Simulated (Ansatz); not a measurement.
## Ag: energy change per atom and pressure against volume scale

All results are calculated (Ansatz 0.2.0). Plane-wave DFT, scalar-relativistic PAW made under PBE with cores redone for the functional, no dispersion; the given relaxed cell is scaled uniformly, energy at zero smearing counts from the unscaled cell, pressure at the given Fermi-Dirac smearing is positive in compression.

The cell before it is scaled or strained (space group P6/mmm, No. 191):
```
CELL_PARAMETERS angstrom
4.72600 0.00000 0.00000
-2.36300 4.09280 0.00000
0.00000 0.00000 2.83080
ATOMIC_POSITIONS crystal
Ag 0.00000 0.00000 0.00000
Ag 0.33333 0.66667 0.50000
Ag 0.66667 0.33333 0.50000
```

Settings of every row: spin polarised no; functional PBE; wave cutoff 420 eV; smearing width 0.1 eV; k mesh 9x9x13.

Atom starting moment: 0 on all atoms.

Limits: the cell comes from a prototype or a list of computed structures and needn't be the stable phase.

```
row  volume scale  V (Å³/atom)  energy change per atom (meV)  pressure (GPa)
  1          0.88       16.061                         93.61           15.87
  2          0.92       16.792                         37.53            9.11
  3          0.96       17.522                             ?               ?
  4          1.04       18.982                          7.32           -3.04
  5          1.08       19.712                         26.68           -5.33
  6          1.12       20.442                         55.16           -7.06
```

Question: what energy change per atom and pressure should row 3 give?

Worked fit of energy change per atom. Take u = (V_r/V)^(2/3) − 1 with V_r = 18.982 Å³ an atom, which is twice the finite (Eulerian) strain; such expansions in the strain, on which the Birch-Murnaghan equation of state is built, carry the rest volume and the bulk modulus. The shown rows have u = 0.11784, 0.08516, 0, -0.02484, -0.0482. Least squares give energy change per atom = 6.482 − 518.332 × u + 10600.7 × u² meV; a straight line predicts inner rows, each left out in turn, worse (root mean square 30 against 2.3 meV). The rows lie off it by 1.00, -1.69, 0.84, 0.78, -0.93 (root mean square 1.1 meV). The withheld row has u = 0.05481, so the fit gives 6.482 − 518.332 × (0.05481) + 10600.7 × (0.05481)² = 9.92 meV.

The calculation gave 8.45 meV. The fit lies 1.47 meV (17 % of the value, 1.7 % of the column's range) above it; its largest miss of a shown row is 1.69 meV.

Worked fit of pressure. Take u = (V_r/V)^(2/3) − 1 with V_r = 18.982 Å³ an atom, which is twice the finite (Eulerian) strain; such expansions in the strain, on which the Birch-Murnaghan equation of state is built, carry the rest volume and the bulk modulus. The shown rows have u = 0.11784, 0.08516, 0, -0.02484, -0.0482. Least squares give pressure = −3.098 + 103.943 × u + 478.87 × u² GPa; a straight line predicts inner rows, each left out in turn, worse (root mean square 1.4 against 0.16 GPa). The rows lie off it by 0.07, -0.12, 0.06, 0.05, -0.06 (root mean square 0.076 GPa). The withheld row has u = 0.05481, so the fit gives −3.098 + 103.943 × (0.05481) + 478.87 × (0.05481)² = 4.04 GPa.

The calculation gave 3.94 GPa. The fit lies 0.10 GPa (2.5 % of the value, 0.44 % of the column's range) above it; its largest miss of a shown row is 0.12 GPa.
